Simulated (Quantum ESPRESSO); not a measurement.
**FeO (Wuestite): turning two sublattices against each other**

Wanted: bilinear and biquadratic couplings of FeO (Wuestite) from constrained non-collinear runs.

Calculated with Quantum ESPRESSO 7.5; LDA with U = 5.62 eV on Fe d (ortho-atomic projectors); plane waves with GBRV 1.5 LDA potentials, no spin-orbit coupling.

**1. The starting structure**

The structure is trigonal, space group R-3m (No. 166). Conventional cell: a = 3.038 Å, b = 3.038 Å, c = 7.559 Å, α = 90.00°, β = 90.00°, γ = 120.00°. Fe has 6 O at 2.16 Å nearest. Nearest to O lie 6 Fe at 2.16 Å. Farther neighbours and most contacts between anions are not listed.

The cell comes from the Crystallography Open Database.

The settings of this session are cheaper than careful work needs (see the inputs), so it shows what such settings give, not the properties of the crystal.

**2. The collinear order that defines the sublattices**

Typed as antiferro q=(0,1/2,1/2) +-. The wavevector q is in fractions of the reciprocal vectors of the crystal's primitive cell, as the cells of these inputs are built from it; moments change sign between cells as cos(2π q·R).

pw.in reads:

```
&CONTROL
  calculation = 'scf'
  prefix = 'pwscf'
  outdir = './tmp'
  pseudo_dir = './pseudo'
  disk_io = 'nowf'
/
&SYSTEM
  ibrav = 0
  nat = 4
  ntyp = 3
  ecutwfc = 40
  ecutrho = 280
  nbnd = 31
  occupations = 'smearing'
  smearing = 'fd'
  degauss = 0.00734986
  nspin = 2
  starting_magnetization(1) = 0.25
  starting_magnetization(2) = -0.25
  starting_magnetization(3) = 0
/
&ELECTRONS
  conv_thr = 4d-06
  electron_maxstep = 150
  mixing_beta = 0.1
/
ATOMIC_SPECIES
Fe1    55.8450 fe_lda_v1.5.uspp.F.UPF
Fe2    55.8450 fe_lda_v1.5.uspp.F.UPF
O      15.9990 o_lda_v1.2.uspp.F.UPF
CELL_PARAMETERS bohr
   2.8701555377    1.6570850723    4.7613110177
  -5.7403110754    3.3141701446    9.5226220354
  -2.8701555377   -1.6570850721    9.5226220354
ATOMIC_POSITIONS crystal
Fe1     0.0000000000    0.0000000000    0.0000000000
Fe2     0.0000000000    0.5000000000    0.0000000000
O       0.5000000000    0.0000000000    0.5000000000
O       0.5000000000    0.5000000000    0.5000000000
K_POINTS automatic
4 2 4 0 0 0
HUBBARD {ortho-atomic}
U Fe1-3d 5.6200
U Fe2-3d 5.6200
```

Started as:

```bash
> OMP_NUM_THREADS=1 mpirun -n 4 pw.x -nk 4 -in pw.in > pw.out
```

Output:

```text
Program PWSCF v.7.5 starts

     Message from routine setup:
     using ibrav=0 with symmetry is DISCOURAGED, use correct ibrav instead

     K-points division:     npool     =       4
     Subspace diagonalization in iterative solution of the eigenvalue problem:

     G-vector sticks info
     --------------------
     sticks:   dense  smooth     PW     G-vecs:    dense   smooth      PW
     Sum        1291     735    239                21529     9297    1721

     Using Slab Decomposition

     bravais-lattice index     =            0
     lattice parameter (alat)  =       5.8012  a.u.
     unit-cell volume          =     271.7428 (a.u.)^3
     number of atoms/cell      =            4
     number of atomic types    =            3
     number of electrons       =        44.00
     number of Kohn-Sham states=           31
     kinetic-energy cutoff     =      40.0000  Ry
     charge density cutoff     =     280.0000  Ry
     scf convergence threshold =      4.0E-06
     mixing beta               =       0.1000
     number of iterations used =            8  plain     mixing
     Exchange-correlation= SLA  PZ   NOGX NOGC
                           (   1   1   0   0   0   0   0)
     Hubbard projectors: ortho-atomic
     Hubbard parameters of DFT+U (Dudarev formulation) in eV:
     U(Fe1-3d) =  5.6200
     U(Fe2-3d) =  5.6200

     Internal variables: lda_plus_u =T, lda_plus_u_kind = 0

     Internal variables: orbital_resolved =F, hub_pot_fix =F, apply_U = F

     celldm(1)=   5.801190  celldm(2)=   0.000000  celldm(3)=   0.000000
     celldm(4)=   0.000000  celldm(5)=   0.000000  celldm(6)=   0.000000

     crystal axes: (cart. coord. in units of alat)
               a(1) = (   0.494753   0.285646   0.820747 )
               a(2) = (  -0.989506   0.571291   1.641495 )
               a(3) = (  -0.494753  -0.285646   1.641495 )

     reciprocal axes: (cart. coord. in units 2 pi/alat)
               b(1) = (  1.010606  0.583473  0.406134 )
               b(2) = ( -0.505303  0.875210 -0.000000 )
               b(3) = (  0.000000 -1.166947  0.406134 )

     PseudoPot. # 1 for Fe read from file:
     fe_lda_v1.5.uspp.F.UPF
     Pseudo is Ultrasoft + core correction, Zval = 16.0
     Generated by new atomic code, or converted to UPF format
     Using radial grid of  861 points,  6 beta functions with:
                l(1) =   0
                l(2) =   0
                l(3) =   1
                l(4) =   1
                l(5) =   2
                l(6) =   2
     Q(r) pseudized with  8 coefficients,  rinner =    1.000   1.000   1.000
                                                       1.000   1.000

     PseudoPot. # 2 for Fe read from file:
     fe_lda_v1.5.uspp.F.UPF
     Pseudo is Ultrasoft + core correction, Zval = 16.0
     Generated by new atomic code, or converted to UPF format
     Using radial grid of  861 points,  6 beta functions with:
                l(1) =   0
                l(2) =   0
                l(3) =   1
                l(4) =   1
                l(5) =   2
                l(6) =   2
     Q(r) pseudized with  8 coefficients,  rinner =    1.000   1.000   1.000
                                                       1.000   1.000

     PseudoPot. # 3 for O  read from file:
     o_lda_v1.2.uspp.F.UPF
     Pseudo is Ultrasoft + core correction, Zval =  6.0
     Generated by new atomic code, or converted to UPF format
     Using radial grid of  737 points,  5 beta functions with:
                l(1) =   0
                l(2) =   0
                l(3) =   1
                l(4) =   1
                l(5) =   2
     Q(r) pseudized with  8 coefficients,  rinner =    0.900   0.900   0.900
                                                       0.900   0.900

     atomic species   valence    mass     pseudopotential
     Fe1              16.00    55.84500     Fe( 1.00)
     Fe2              16.00    55.84500     Fe( 1.00)
     O                 6.00    15.99900     O ( 1.00)

     Starting magnetic structure
     atomic species   magnetization
     Fe1             0.250
     Fe2            -0.250
     O               0.000

      4 Sym. Ops., with inversion, found

   Cartesian axes

     site n.     atom                  positions (alat units)
         1        Fe1    tau(   1) = (   0.0000000   0.0000000   0.0000000  )
         2        Fe2    tau(   2) = (  -0.4947529   0.2856457   0.8207473  )
         3        O      tau(   3) = (   0.0000000   0.0000000   1.2311209  )
         4        O      tau(   4) = (  -0.4947529   0.2856457   2.0518682  )

     number of k points=    16  Fermi-Dirac smearing, width (Ry)=  0.0073
                       cart. coord. in units 2pi/alat
        k(    1) = (   0.0000000   0.0000000   0.0000000), wk =   0.0312500
        k(    2) = (   0.0000000  -0.2917367   0.1015335), wk =   0.1250000
        k(    3) = (   0.0000000   0.5834734  -0.2030670), wk =   0.0312500
        k(    4) = (   0.2526514  -0.4376050   0.0000000), wk =   0.0312500
        k(    5) = (   0.2526514   0.1458683  -0.2030670), wk =   0.0312500
        [... 11 further k-points ...]

     Dense  grid:    21529 G-vectors     FFT dimensions: (  32,  64,  54)

     Smooth grid:     9297 G-vectors     FFT dimensions: (  24,  48,  45)

     Check: negative core charge=   -0.000047
     Generating pointlists ...
     new r_m :   0.2902 (alat units)  1.6832 (a.u.) for type    1
     new r_m :   0.2902 (alat units)  1.6832 (a.u.) for type    2
     new r_m :   0.2902 (alat units)  1.6832 (a.u.) for type    3

     Initial potential from superposition of free atoms

     starting charge      42.0000, renormalised to      44.0000

     STARTING HUBBARD OCCUPATIONS:

     =================== HUBBARD OCCUPATIONS ===================
     ------------------------ ATOM    1 ------------------------
     Tr[ns(  1)] (up, down, total) =   5.00000  0.00000  5.00000
     Atomic magnetic moment for atom   1 =   5.00000
     [... lines left out ...]
     ------------------------ ATOM    2 ------------------------
     Tr[ns(  2)] (up, down, total) =   0.00000  5.00000  5.00000
     Atomic magnetic moment for atom   2 =  -5.00000
     [... lines left out ...]
     Number of occupied Hubbard levels =   10.0000

     Atomic wfc used for Hubbard projectors are orthogonalized

     Starting wfcs are   34 randomized atomic wfcs

     Self-consistent Calculation

     iteration #  1     ecut=    40.00 Ry     beta= 0.10
     Davidson diagonalization with overlap
     ethr =  1.00E-02,  avg # of iterations =  2.7

     =================== HUBBARD OCCUPATIONS ===================
     ------------------------ ATOM    1 ------------------------
     Tr[ns(  1)] (up, down, total) =   4.87679  0.50358  5.38038
     Atomic magnetic moment for atom   1 =   4.37321
     [... lines left out ...]
     ------------------------ ATOM    2 ------------------------
     Tr[ns(  2)] (up, down, total) =   0.50358  4.87678  5.38036
     Atomic magnetic moment for atom   2 =  -4.37320
     [... lines left out ...]
     Number of occupied Hubbard levels =   10.7607

     total energy              =    -564.68743787 Ry
     estimated scf accuracy    <       1.79556983 Ry

     total magnetization       =     0.00 Bohr mag/cell
     absolute magnetization    =     8.92 Bohr mag/cell

     iteration #  2     ecut=    40.00 Ry     beta= 0.10
     Davidson diagonalization with overlap
     ethr =  4.08E-03,  avg # of iterations =  1.1

     total energy              =    -564.61715798 Ry
     estimated scf accuracy    <       0.58697800 Ry

     total magnetization       =    -0.00 Bohr mag/cell
     absolute magnetization    =     8.24 Bohr mag/cell

     iteration #  3     ecut=    40.00 Ry     beta= 0.10
     Davidson diagonalization with overlap
     ethr =  1.33E-03,  avg # of iterations =  2.4

     total energy              =    -564.73548235 Ry
     estimated scf accuracy    <       0.16694442 Ry

     total magnetization       =     0.00 Bohr mag/cell
     absolute magnetization    =     7.76 Bohr mag/cell

     [... further iterations left out ...]

     iteration # 23     ecut=    40.00 Ry     beta= 0.10
     Davidson diagonalization with overlap
     ethr =  9.46E-09,  avg # of iterations =  1.2

     total energy              =    -564.86277927 Ry
     estimated scf accuracy    <       0.00000485 Ry

     total magnetization       =     0.00 Bohr mag/cell
     absolute magnetization    =     7.62 Bohr mag/cell

     iteration # 24     ecut=    40.00 Ry     beta= 0.10
     Davidson diagonalization with overlap
     ethr =  9.46E-09,  avg # of iterations =  1.5

     total energy              =    -564.86277417 Ry
     estimated scf accuracy    <       0.00000401 Ry

     total magnetization       =    -0.00 Bohr mag/cell
     absolute magnetization    =     7.62 Bohr mag/cell

     iteration # 25     ecut=    40.00 Ry     beta= 0.10
     Davidson diagonalization with overlap
     ethr =  9.12E-09,  avg # of iterations =  1.1

     total energy              =    -564.86277285 Ry
     estimated scf accuracy    <       0.00000404 Ry

     total magnetization       =    -0.00 Bohr mag/cell
     absolute magnetization    =     7.62 Bohr mag/cell

     iteration # 26     ecut=    40.00 Ry     beta= 0.10
     Davidson diagonalization with overlap
     ethr =  9.12E-09,  avg # of iterations =  1.0

     Magnetic moment per site  (integrated on atomic sphere of radius R)
     atom   1 (R=0.290)  charge= 13.5506  magn=  3.4890
     atom   2 (R=0.290)  charge= 13.5506  magn= -3.4890
     atom   3 (R=0.290)  charge=  5.8537  magn= -0.0333
     atom   4 (R=0.290)  charge=  5.8538  magn=  0.0333

     End of self-consistent calculation

     =================== HUBBARD OCCUPATIONS ===================
     ------------------------ ATOM    1 ------------------------
     Tr[ns(  1)] (up, down, total) =   4.94128  1.18743  6.12871
     Atomic magnetic moment for atom   1 =   3.75385
     [... lines left out ...]
     ------------------------ ATOM    2 ------------------------
     Tr[ns(  2)] (up, down, total) =   1.18745  4.94128  6.12872
     Atomic magnetic moment for atom   2 =  -3.75383
     [... lines left out ...]
     Number of occupied Hubbard levels =   12.2574

     [... lines left out ...]
     the Fermi energy is    13.7596 ev

!    total energy              =    -564.86277628 Ry
     estimated scf accuracy    <       0.00000393 Ry
     smearing contrib. (-TS)   =      -0.00001282 Ry
     internal energy E=F+TS    =    -564.86276346 Ry

     The total energy is F=E-TS. E is the sum of the following terms:
     one-electron contribution =    -275.13276019 Ry
     hartree contribution      =     161.88039313 Ry
     xc contribution           =     -72.35097267 Ry
     ewald contribution        =    -379.38080889 Ry
     Hubbard energy            =       0.12138516 Ry

     total magnetization       =     0.00 Bohr mag/cell
     absolute magnetization    =     7.62 Bohr mag/cell

     convergence has been achieved in  26 iterations

=------------------------------------------------------------------------------=
   JOB DONE.
=------------------------------------------------------------------------------=
```

Elapsed: 24 s, on 4 MPI ranks of Arm Neoverse V1, shared host; peak memory 0.35 GiB; 95 s of CPU time.

Spin moment in the atom's sphere by atom:

| atom | spin moment in the atom's sphere (μB) |
| --- | --- |
| Fe1 | 3.49 |
| Fe2 | -3.49 |
| O3 | -0.03 |
| O4 | 0.03 |

Numbers from this step:

```yaml
smearing_term_ts: 1.74e-4 eV
magnetization: 0 μB
absolute_magnetization: 7.624 μB
final_state: antiferromagnetic
```

**3. The parallel state in the same cell**

This run has no penalty. It is needed because the penalty of the later runs acts on every atom: an induced moment is typed with its parallel value times cos(θ/2) along z and its opposed value times sin(θ/2) along x, rounded to 0.01 μB.

pw.in reads:

```
&CONTROL
  calculation = 'scf'
  prefix = 'pwscf'
  outdir = './tmp'
  pseudo_dir = './pseudo'
  disk_io = 'nowf'
/
&SYSTEM
  ibrav = 0
  nat = 4
  ntyp = 2
  ecutwfc = 40
  ecutrho = 280
  nbnd = 35
  occupations = 'smearing'
  smearing = 'fd'
  degauss = 0.00734986
  nspin = 2
  starting_magnetization(1) = 0.25
  starting_magnetization(2) = 0
/
&ELECTRONS
  conv_thr = 4d-06
  electron_maxstep = 150
  mixing_beta = 0.1
/
ATOMIC_SPECIES
Fe     55.8450 fe_lda_v1.5.uspp.F.UPF
O      15.9990 o_lda_v1.2.uspp.F.UPF
CELL_PARAMETERS bohr
   2.8701555377    1.6570850723    4.7613110177
  -5.7403110754    3.3141701446    9.5226220354
  -2.8701555377   -1.6570850721    9.5226220354
ATOMIC_POSITIONS crystal
Fe      0.0000000000    0.0000000000    0.0000000000
Fe      0.0000000000    0.5000000000    0.0000000000
O       0.5000000000    0.0000000000    0.5000000000
O       0.5000000000    0.5000000000    0.5000000000
K_POINTS automatic
4 2 4 0 0 0
HUBBARD {ortho-atomic}
U Fe-3d 5.6200
```

Output:

```text
     [... lines left out ...]
Program PWSCF v.7.5 starts
     [... lines left out ...]
     number of atoms/cell      =            4
     [... lines left out ...]
     number of electrons       =        44.00
     number of Kohn-Sham states=           35
     kinetic-energy cutoff     =      40.0000  Ry
     charge density cutoff     =     280.0000  Ry
     scf convergence threshold =      4.0E-06
     [... lines left out ...]
      4 Sym. Ops., with inversion, found
     [... lines left out ...]
     number of k points=    16  Fermi-Dirac smearing, width (Ry)=  0.0073
     [... lines left out ...]
     iteration # 13     ecut=    40.00 Ry     beta= 0.10
     [... lines left out ...]
     Magnetic moment per site  (integrated on atomic sphere of radius R)
     atom   1 (R=0.290)  charge= 13.5061  magn=  3.6034
     atom   2 (R=0.290)  charge= 13.5063  magn=  3.6034
     atom   3 (R=0.290)  charge=  5.8381  magn=  0.2323
     atom   4 (R=0.290)  charge=  5.8382  magn=  0.2324
     [... lines left out ...]
     Tr[ns(  1)] (up, down, total) =   4.95701  1.15481  6.11183
     [... lines left out ...]
     Tr[ns(  2)] (up, down, total) =   4.95703  1.15494  6.11197
     [... lines left out ...]
     the Fermi energy is    14.6222 ev
!    total energy              =    -564.74615547 Ry
     estimated scf accuracy    <       0.00000056 Ry
     smearing contrib. (-TS)   =      -0.00702920 Ry
     [... lines left out ...]
     total magnetization       =     8.06 Bohr mag/cell
     absolute magnetization    =     8.12 Bohr mag/cell
     convergence has been achieved in  13 iterations
```

Elapsed: 14 s, on 4 MPI ranks; peak memory 0.34 GiB; 55 s of CPU time.

Spin moment in the atom's sphere by atom:

| atom | spin moment in the atom's sphere (μB) |
| --- | --- |
| Fe1 | 3.60 |
| Fe2 | 3.60 |
| O3 | 0.23 |
| O4 | 0.23 |

This step gave:

| Item | Value |
| --- | --- |
| smearing term TS | 0.09564 eV |
| magnetization | 8.062 μB |
| absolute magnetization | 8.123 μB |
| final state | ferromagnetic |

[end of part 1 of 3]

[Logs and program files are shortened in this print: banners, set-up blocks, solver, clock and traceback lines can be left out without a mark of their own.]

[Logs are printed without paths, hosts, clocks, repeated set-up lines and the standing remarks that a program may print on its own settings, such as how far it seeks lower states.]

[Hosts, paths, dates, database ids (printed as entryN), source tags and the programs' standing remarks are cut or masked in the printed files.]

[Where a cell is said to come from a database of computed structures, the database is the Materials Project.]
